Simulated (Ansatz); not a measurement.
# GaP (oS8 Cmcm): the cost of one run

Computed with Ansatz 0.2.0 (DFT PBE, scalar-relativistic, plane waves, PAW, unless a step's input says otherwise).

## 1. The structure to begin with

It takes space group Cmcm (No. 63, orthorhombic). Conventional cell: a = 4.700 Å, b = 4.950 Å, c = 4.700 Å, α = 90.00°, β = 90.00°, γ = 90.00°. Ga (site symmetry m2m) is surrounded by 6 P at 2.35 to 2.53 Å. Around P (site symmetry m2m) lie 6 Ga at 2.35 to 2.53 Å.

Structure file:

```cif
data_structure
_symmetry_space_group_name_H-M 'Cmcm'
_symmetry_Int_Tables_number 63
_cell_length_a 4.7000
_cell_length_b 4.9500
_cell_length_c 4.7000
_cell_angle_alpha 90.000
_cell_angle_beta 90.000
_cell_angle_gamma 90.000
_cell_volume 109.35
loop_
_atom_site_label
_atom_site_type_symbol
_atom_site_symmetry_multiplicity
_atom_site_Wyckoff_symbol
_atom_site_fract_x
_atom_site_fract_y
_atom_site_fract_z
_atom_site_occupancy
Ga1 Ga 4 c 0.50000 0.15000 0.25000 1
P1 P 4 c 0.50000 0.66000 0.25000 1
```

## 2. Cell and atoms relaxed at 24 GPa

Input file input.yaml:

```yaml
crystal:
  lattice:
    - [2.35, -2.475, 0.0]
    - [2.35, 2.475, 0.0]
    - [0.0, 0.0, 4.7]
  atoms:
    - { symbol: Ga, position: [0.35, 0.65, 0.25] }
    - { symbol: Ga, position: [0.65, 0.35, 0.75] }
    - { symbol: P, position: [0.84, 0.16, 0.25] }
    - { symbol: P, position: [0.16, 0.84, 0.75] }
scf:
  occupations: { method: gaussian, width: 0.1 }
output:
  forces: true
  stress: true
  eigenvalues: true
  write_density: true
  write_potential: true
  elf: true
  volumetric_format: npy
hamiltonian:
  xc: pbe
basis:
  ecutwfc: 500
kpoints:
  mp_grid: { grid: [14, 14, 12] }
relax:
  f_tol: 0.005
  max_steps: 60
  cell: { stress_tol: 0.05, p_target: 24 }
```

Launch:

```sh
> ansatz run input.yaml --threads 4 --pin off --max-ram 10240MiB --backend cpu --events-out ev --progress --plain --runs-dir out
```

**Question.** How long does this run take on 4 threads of Intel Xeon Platinum 8488C (Sapphire Rapids), shared host, and how much memory does it need?

About 63 s, with a peak of 0.84 GiB.
